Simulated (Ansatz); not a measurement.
**Sr in Ansatz: the effect of functional**

Sr:

```
Sr
1.0
     0.00000    3.00123    3.00123
     3.00123    0.00000    3.00123
     3.00123    3.00123    0.00000
Sr
1
Direct
  0.00000 0.00000 0.00000
```

The cell isn't the ideal one: volume scaled by 0.96.

Alike in all runs:

| Property | Result |
| --- | --- |
| Program | Ansatz 0.2.0 |
| Task | single point |
| Potentials or basis | Ansatz PAW |
| k mesh | 8 × 8 × 8 |
| Occupations | fermi-dirac, width 0.05 eV |
| Spin | no spin polarisation |

Problem. One run gave: pressure -1.3 GPa. Which functional did it use?
A. r2SCAN
B. LDA
C. PBE

Solution. B.

```tsv
functional	cutoff	pressure (GPa)
LDA	420 eV (not typed: the program's choice for these potentials)	-1.3
r2SCAN	500 eV (not typed: the program's choice for these potentials)	0.6
PBE	420 eV (not typed: the program's choice for these potentials)	0.1
```

Caveats: the PAW data sets come from PBE, with cores solved anew for the run's functional, which leaves a small shift of forces and pressure (some runs).
